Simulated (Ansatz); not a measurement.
**KBr: energy along a strain**

KBr, Fm-3m, a = 6.585 Å (as given, not relaxed at this level: 0.2 GPa). Ansatz: r2SCAN, PAW, 500 eV, Γ-centred 6×6×6 mesh on 2 atoms, Gaussian smearing 0.05 eV; no spin polarisation. Cell vectors (Å): 0.000 3.292 3.292; 3.292 0.000 3.292; 3.292 3.292 0.000. The cell is strained by x per cent times the pattern (0 0 0 1 0 0) in the order xx yy zz yz xz xy (engineering shears), with fractional coordinates held. y is the free energy over the start, V0 = 35.693 Å³/atom. Symmetry makes y even in x. Points with a strain past 8.5 % were computed too (2) and aren't used here.

| x (%) | y (meV/atom) |
| --- | --- |
| -5.00 | 1.49 |
| 0.00 | 0.00 |
| 1.25 | 0.09 |
| 2.50 | ? |
| 3.75 | 0.84 |
| 6.25 | 2.34 |
| 7.50 | 3.37 |

Problem. Fit y = c2 x² + c4 x⁴ to the other rows, get the stiffness along the pattern, and predict the missing energy.

Solution. Least squares on the rows shown. y = 0.05957 x² + 6.352×10⁻⁶ x⁴. The clamped-ion stiffness p·C·p = 2 × 0.5957 eV × 160.2 / 35.693 Å³ = 5.3 GPa, which is C44 in these axes. At x = 2.50 the fit asked for gives 0.37 meV/atom. The run gave 0.37 meV/atom, the same to the digits shown.